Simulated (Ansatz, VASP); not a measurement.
Two plane-wave programs on Re

```
Re
1.0
     0.00000    1.96839    1.96839
     1.96839    0.00000    1.96839
     1.96839    1.96839    0.00000
Re
1
Direct
  0.00000 0.00000 0.00000
```

Change from the starting cell: volume scaled by 0.99, PAW files.

Alike in both runs: task electric field gradients; functional PBEsol; k mesh 14 × 14 × 14; occupations fermi-dirac, width 0.05 eV; no spin polarisation.

|  | VASP | Ansatz |
| --- | --- | --- |
| version | VASP 6.6.1 | Ansatz 0.2.0 |
| potentials or method | VASP PAW PBE potentials, release 64 (Re) | PAW with Ansatz's default frozen-core files, scalar-relativistic |
| plane-wave cutoff (eV) | 520 | 420 |
| valence electrons in the cell | 7 | 15 |

Ansatz gave:

```
pressure (GPa)                                                 : -15.4
Vzz of the field gradient on the site that differs most (V/Å²) : 0.0
```

Question: What did VASP give for the same quantities?

Answer: Pressure (GPa): -15.8; Vzz of the field gradient on the site that differs most (V/Å²): 0.0.

With one functional, cell and mesh, what is left measures potentials, basis and numerics. The two sets of potentials don't hold the same shells in valence. Ansatz warned: «gradients_without_spin_orbit».

Caveats: so large a pressure means that the cell lies far from this level's equilibrium, or that cutoff or potentials fall short (VASP); the potentials were made for another functional, which shifts forces and pressure (VASP). Spin-orbit coupling is left out, which matters for the levels of Re.
